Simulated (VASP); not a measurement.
# BaZrO3: how numerical settings change the zone-centre modes, part 3 of 3

How far do the zone-centre frequencies of BaZrO3 depend on the numerical settings? The starting structure is a measured crystal structure from the Crystallography Open Database.

VASP 6.6.1.

Results so far: reference T1u (3) 522.8 cm⁻¹; a 3×3×3 mesh T1u (3) 517.7 cm⁻¹.

**4. Modes with a cutoff of 400 eV**

Level of this step: LDA; plane waves and PAW (Ba_sv, Zr_sv, O) (VASP).

Against step 2 the input has ENCUT = 400.

Input file INCAR:

```
SYSTEM = BaZrO3
PREC = Accurate
ENCUT = 400
EDIFF = 1E-08
NELM = 100
ISMEAR = 0
SIGMA = 0.03
LREAL = .FALSE.
ALGO = Normal
GGA = CA
NBANDS = 26
LORBIT = 11
LWAVE = .FALSE.
LCHARG = .FALSE.
KPAR = 4
IBRION = 8
LEPSILON = .TRUE.
ISIF = 2
```

Input file POSCAR:

```
BaZrO3
1.0
    4.1592118745      0.0000000000      0.0000000000
    0.0000000000      4.1592118745      0.0000000000
    0.0000000000      0.0000000000      4.1592118745
Ba Zr O
1 1 3
Direct
    0.0000000000      0.0000000000      0.0000000000
    0.5000000000      0.5000000000      0.5000000000
    0.5000000000      0.5000000000      0.0000000000
    0.5000000000      0.0000000000      0.5000000000
    0.0000000000      0.5000000000      0.5000000000
```

Input file KPOINTS:

```
Automatic mesh
0
Gamma
6 6 6
0 0 0
```

Potentials, in the order of the species: Ba_sv, Zr_sv and O (LDA family, release 64).

Run with:

```
$ mpirun -np 4 vasp_std
```

The program printed:

```text
[... set-up lines as in an earlier step ...]
 entering main loop
       N       E                     dE             d eps       ncg     rms          rms(c)
DAV:   1     0.265439450239E+03    0.26544E+03   -0.19420E+04  1040   0.124E+03
DAV:   2    -0.356494123845E+02   -0.30109E+03   -0.29436E+03  1266   0.335E+02
DAV:   3    -0.526537358670E+02   -0.17004E+02   -0.16958E+02  1724   0.760E+01
DAV:   4    -0.530129331413E+02   -0.35920E+00   -0.35893E+00  1436   0.911E+00
[...]
DAV:  14    -0.458008519194E+02   -0.49170E-07   -0.69734E-07  1508   0.628E-03    0.337E-03
DAV:  15    -0.458008518947E+02    0.24742E-07   -0.10452E-07  1350   0.269E-03    0.426E-04
DAV:  16    -0.458008518945E+02    0.11505E-09   -0.10465E-08   944   0.641E-04
   1 F= -.45800852E+02 E0= -.45800852E+02  d E =-.101029E-44
 Linear response reoptimize wavefunctions to high precision
DAV:   1    -0.458008518948E+02   -0.29149E-09   -0.21179E-09   756   0.287E-04
DAV:   2    -0.458008518949E+02   -0.30468E-10   -0.35812E-10   628   0.104E-04
 Linear response G [H, r] |phi>, progress :
  Direction:   1
[...]
RMM:  20    -0.362761608453E+00    0.13674E-07   -0.58764E-07  7550   0.407E-04    0.449E-06
 first order change of Fermi-energy   0.13385E-02
 force on displaced ion       3 direction 1 :  -2.314   0.000   0.000
 Born effective charge ion    3 direction 1 :  -2.015   0.000   0.000
 Linear response progress:
  Degree of freedom:   4/  4
       N       E                     dE             d eps       ncg     rms          rms(c)
RMM:   1    -0.378617029939E+00   -0.37862E+00    0.20303E-01  4075   0.264E+00
RMM:   2    -0.367447777931E+00    0.11169E-01   -0.42782E-02  3810   0.566E-01    0.169E-01
RMM:   3    -0.368862207748E+00   -0.14144E-02   -0.38756E-03  3619   0.239E-01    0.954E-02
RMM:   4    -0.370666258916E+00   -0.18041E-02   -0.14680E-03  3806   0.152E-01    0.289E-02
[...]
RMM:  98    -0.370997830889E+00   -0.37511E-08    0.21578E-06  3808   0.366E-04    0.949E-06
RMM:  99    -0.370997785586E+00    0.45302E-07    0.59127E-07  3774   0.366E-04    0.277E-06
RMM: 100    -0.370997810777E+00   -0.25191E-07    0.19950E-06  3762   0.366E-04    0.954E-06
 first order change of Fermi-energy  -0.38389E-02
 force on displaced ion       3 direction 3 :  -0.000  -0.000 -13.675
 Born effective charge ion    3 direction 3 :   0.000   0.000  -4.800
 Born effective charges drift removed
 Linear response finished
```

It took 11 min on 4 MPI ranks of AMD EPYC 7R43, shared host; peak memory 1.4 GiB; 43 min of CPU time.

From OUTCAR (step 4):

```text
  Total       -1.8265649     -1.8265649     -1.8265649      0.0000000     -0.0000000     -0.0000000
  in kB      -40.6735951    -40.6735951    -40.6735951      0.0000000     -0.0000000     -0.0000000
  external PRESSURE =     -40.6735951 kB  Pullay stress =       0.0000000 kB

 POSITION                                       TOTAL-FORCE (eV/Angst)
 -----------------------------------------------------------------------------------
      0.00000      0.00000      0.00000         0.000000      0.000000      0.000000
      2.07961      2.07961      2.07961         0.000000      0.000000      0.000000
      2.07961      2.07961      0.00000         0.000000      0.000000      0.000000
      2.07961      0.00000      2.07961         0.000000      0.000000      0.000000
      0.00000      2.07961      2.07961         0.000000      0.000000      0.000000
 -----------------------------------------------------------------------------------
    total drift:                                0.000000      0.000000      0.000000

 MACROSCOPIC STATIC DIELECTRIC TENSOR (including local field effects in DFT)
 ------------------------------------------------------
           4.924549     0.000000     0.000000
           0.000000     4.924549    -0.000000
           0.000000    -0.000000     4.924549
 ------------------------------------------------------

 MACROSCOPIC STATIC DIELECTRIC TENSOR IONIC CONTRIBUTION
 ------------------------------------------------------
          52.575216     0.000000    -0.000000
           0.000000    52.575216    -0.000000
          -0.000000    -0.000000    52.575216
 ------------------------------------------------------

[... 1 part as in an earlier step ...]

[... 1 further part left out ...]
```

With a cutoff of 400 eV the modes are T1u (3) 518.7, T1u (2) 194.6, T2u 172.6, T1u (1) 102.6 cm⁻¹; the largest shift is -5.0 cm⁻¹, in T2u, from the reference.

**5. Modes with an 8×8×8 mesh**

Against step 2 the input has an 8×8×8 mesh.

INCAR: that of step 4 with these lines changed.

```diff
@@ -2,3 +2,3 @@
 PREC = Accurate
-ENCUT = 400
+ENCUT = 520
 EDIFF = 1E-08
```

POSCAR is that of step 4.

Input file KPOINTS:

```
Automatic mesh
0
Gamma
8 8 8
0 0 0
```

Run with:

```
$ mpirun -np 4 vasp_std
```

The program printed:

```text
[... set-up lines as in an earlier step ...]
 entering main loop
       N       E                     dE             d eps       ncg     rms          rms(c)
DAV:   1     0.312228179296E+03    0.31223E+03   -0.22461E+04  1820   0.152E+03
DAV:   2    -0.322927639022E+02   -0.34452E+03   -0.33678E+03  2246   0.373E+02
DAV:   3    -0.525177062990E+02   -0.20225E+02   -0.20168E+02  2928   0.866E+01
DAV:   4    -0.530629575132E+02   -0.54525E+00   -0.54470E+00  2542   0.115E+01
[...]
DAV:  14    -0.457416055650E+02   -0.26104E-07   -0.88621E-07  2548   0.739E-03    0.355E-03
DAV:  15    -0.457416055419E+02    0.23088E-07   -0.91444E-08  2346   0.277E-03    0.570E-04
DAV:  16    -0.457416055415E+02    0.44110E-09   -0.15358E-08  1860   0.840E-04
   1 F= -.45741606E+02 E0= -.45741606E+02  d E =-.126008E-45
 Linear response reoptimize wavefunctions to high precision
DAV:   1    -0.457416055416E+02   -0.96406E-10   -0.30860E-09  1414   0.381E-04
DAV:   2    -0.457416055416E+02   -0.60027E-10   -0.26195E-10  1108   0.974E-05
 Linear response G [H, r] |phi>, progress :
  Direction:   1
[...]
RMM:  26    -0.362769370045E+00    0.41044E-08    0.48827E-08 13078   0.207E-04    0.977E-07
 first order change of Fermi-energy   0.21356E-02
 force on displaced ion       3 direction 1 :  -2.419   0.000   0.000
 Born effective charge ion    3 direction 1 :  -2.022   0.000   0.000
 Linear response progress:
  Degree of freedom:   4/  4
       N       E                     dE             d eps       ncg     rms          rms(c)
RMM:   1    -0.380837521176E+00   -0.38084E+00    0.18489E-01  7717   0.274E+00
RMM:   2    -0.367378256187E+00    0.13459E-01   -0.41212E-02  7129   0.585E-01    0.163E-01
RMM:   3    -0.368824302208E+00   -0.14460E-02   -0.46612E-03  6913   0.253E-01    0.917E-02
RMM:   4    -0.370605818057E+00   -0.17815E-02   -0.16627E-03  7362   0.155E-01    0.293E-02
[...]
RMM:  40    -0.370940292834E+00    0.31311E-07    0.50377E-09  7239   0.201E-04    0.946E-07
RMM:  41    -0.370940303256E+00   -0.10422E-07   -0.15075E-07  7277   0.201E-04    0.485E-07
RMM:  42    -0.370940303946E+00   -0.69083E-09   -0.45301E-08  7191   0.201E-04    0.101E-06
 first order change of Fermi-energy  -0.22787E-02
 force on displaced ion       3 direction 3 :  -0.000   0.000 -13.899
 Born effective charge ion    3 direction 3 :   0.000   0.000  -4.801
 Born effective charges drift removed
 Linear response finished
```

Wall time 23 min (4 MPI ranks); peak memory 2.7 GiB; 1.5 h of CPU time.

From OUTCAR (step 5):

```text
  Total        0.0013515      0.0013515      0.0013515      0.0000000     -0.0000000      0.0000000
  in kB        0.0300949      0.0300949      0.0300949      0.0000000     -0.0000000      0.0000000
  external PRESSURE =       0.0300949 kB  Pullay stress =       0.0000000 kB

 MACROSCOPIC STATIC DIELECTRIC TENSOR (including local field effects in DFT)
 ------------------------------------------------------
           4.928845     0.000000    -0.000000
           0.000000     4.928845     0.000000
          -0.000000     0.000000     4.928845
 ------------------------------------------------------

 MACROSCOPIC STATIC DIELECTRIC TENSOR IONIC CONTRIBUTION
 ------------------------------------------------------
          50.009352     0.000000     0.000000
           0.000000    50.009352     0.000000
           0.000000     0.000000    50.009352
 ------------------------------------------------------

[... 2 parts as in an earlier step ...]

[... 1 further part left out ...]
```

With an 8×8×8 mesh the modes are T1u (3) 522.8, T1u (2) 196.9, T2u 178.5, T1u (1) 105.5 cm⁻¹; the largest shift is +0.9 cm⁻¹, in T1u (2), from the reference.

**6. Modes with finite displacements**

Against step 2 the input has IBRION = 6, NFREE = 2, POTIM = 0.015 and no LEPSILON (also changed: NSW).

INCAR: that of step 5 with these lines changed.

```diff
@@ -15,4 +15,6 @@
 KPAR = 4
-IBRION = 8
-LEPSILON = .TRUE.
+IBRION = 6
+NFREE = 2
+POTIM = 0.015
+NSW = 1
 ISIF = 2
```

POSCAR is that of step 5.

Input file KPOINTS:

```
Automatic mesh
0
Gamma
6 6 6
0 0 0
```

Run with:

```
$ mpirun -np 4 vasp_std
```

The program printed:

```text
[... set-up lines as in an earlier step ...]
 entering main loop
       N       E                     dE             d eps       ncg     rms          rms(c)
[... 16 cycles as in an earlier step ...]
   1 F= -.45741249E+02 E0= -.45741249E+02  d E =-.605029E-20
[... from here on, the cycles between the ionic steps are left out ...]
   2 F= -.45740813E+02 E0= -.45740813E+02  d E =-.926661E-40
   3 F= -.45740813E+02 E0= -.45740813E+02  d E =-.111065E-37
   4 F= -.45740160E+02 E0= -.45740160E+02  d E =-.575668E-38
   5 F= -.45740160E+02 E0= -.45740160E+02  d E =-.580469E-38
   6 F= -.45740978E+02 E0= -.45740978E+02  d E =-.119941E-37
   7 F= -.45740978E+02 E0= -.45740978E+02  d E =-.119861E-37
   8 F= -.45739683E+02 E0= -.45739683E+02  d E =-.716442E-38
   9 F= -.45739683E+02 E0= -.45739683E+02  d E =-.713018E-38
 Finite differences progress:
  Degree of freedom:   4/  4
  Displacement:        2/  2
  Total:               8/  8
```

It took 2.4 min on 4 MPI ranks; peak memory 0.98 GiB; 9.4 min of CPU time.

From OUTCAR (step 6):

```text
  Total        0.0046528      0.0046528      0.0204667      0.0000000      0.0000000      0.0000000
  in kB        0.1036081      0.1036081      0.4557485      0.0000000      0.0000000      0.0000000
  external PRESSURE =       0.2209882 kB  Pullay stress =       0.0000000 kB

 POSITION                                       TOTAL-FORCE (eV/Angst)
 -----------------------------------------------------------------------------------
      0.00000      0.00000      0.00000         0.000000      0.000000     -0.017956
      2.07961      2.07961      2.07961        -0.000000      0.000000     -0.089251
      2.07961      2.07961     -0.01500         0.000000      0.000000      0.208924
      2.07961      0.00000      2.07961        -0.000000      0.000000     -0.050858
      0.00000      2.07961      2.07961         0.000000      0.000000     -0.050858
 -----------------------------------------------------------------------------------
    total drift:                               -0.000000     -0.000000      0.000216

  FREE ENERGIE OF THE ION-ELECTRON SYSTEM (eV)
  ---------------------------------------------------
  free  energy   TOTEN  =       -45.7396828246 eV

  energy  without entropy=      -45.7396828246  energy(sigma->0) =      -45.73968282

[... 2 parts as in an earlier step ...]

[... 1 further part left out ...]
[key lines of the parts left out:]
E-fermi :   3.9070
```

The last energy, forces and stress in OUTCAR belong to the last displaced cell, not to that of POSCAR.

With finite displacements the modes are T1u (3) 523.3, T1u (2) 196.5, T2u 178.4, T1u (1) 105.4 cm⁻¹; the largest shift is +0.8 cm⁻¹, in T2u, from the reference.

**7. All runs side by side**

| run | T1u (3) | T1u (2) | T2u | T1u (1) | method | core minutes |
| --- | --- | --- | --- | --- | --- | --- |
| reference | 522.8 | 196.0 | 177.6 | 105.2 | perturbation theory | 53.9 |
| a 3×3×3 mesh | 517.7 | 151.1 | 117.9 | 45.3 | perturbation theory | 8.87 |
| a cutoff of 400 eV | 518.7 | 194.6 | 172.6 | 102.6 | perturbation theory | 43.5 |
| an 8×8×8 mesh | 522.8 | 196.9 | 178.5 | 105.5 | perturbation theory | 91.1 |
| finite displacements | 523.3 | 196.5 | 178.4 | 105.4 | finite displacements | 9.61 |

Modes are in cm⁻¹, degenerate ones as one, matched between runs by symmetry and order. A number in brackets counts the listed modes of one symmetry from the lowest. The symmetry labels come from an automatic analysis and can be wrong where levels nearly coincide. Core minutes are wall time times ranks of the run shown, on a shared host.

**8. What came out**

```
T1u (3), reference            : 522.8 cm⁻¹
T1u (1), reference            : 105.2 cm⁻¹
T1u (3), a 3×3×3 mesh         : 517.7 cm⁻¹
T1u (1), a 3×3×3 mesh         : 45.3 cm⁻¹
T1u (3), a cutoff of 400 eV   : 518.7 cm⁻¹
T1u (1), a cutoff of 400 eV   : 102.6 cm⁻¹
T1u (3), an 8×8×8 mesh        : 522.8 cm⁻¹
T1u (1), an 8×8×8 mesh        : 105.5 cm⁻¹
T1u (3), finite displacements : 523.3 cm⁻¹
T1u (1), finite displacements : 105.4 cm⁻¹
```

The largest change comes with a 3×3×3 mesh: -59.9 cm⁻¹ in T1u (1). On finer settings the modes change by up to +0.9 cm⁻¹ in T1u (2) with an 8×8×8 mesh. Other changes move the modes by more: -59.9 cm⁻¹ in T1u (1) with a 3×3×3 mesh and -5.0 cm⁻¹ in T2u with a cutoff of 400 eV. The dielectric constants and Born charges in the logs aren't compared here; at a small gap they can be far off, and in a run without a gap they mean nothing. The frequencies are harmonic, and the splitting of polar modes by their long-range field is left out. Further runs on this material are not shown.

[Lines on the potential files, build, host, timing and source positions are cut from VASP's logs without a mark.]

[Logs are printed without paths, hosts, clocks, repeated set-up lines and the standing remarks that a program may print on its own settings, such as how far it seeks lower states.]

[Hosts, paths, dates, database ids (printed as entryN), source tags and the programs' standing remarks are cut or masked in the printed files.]
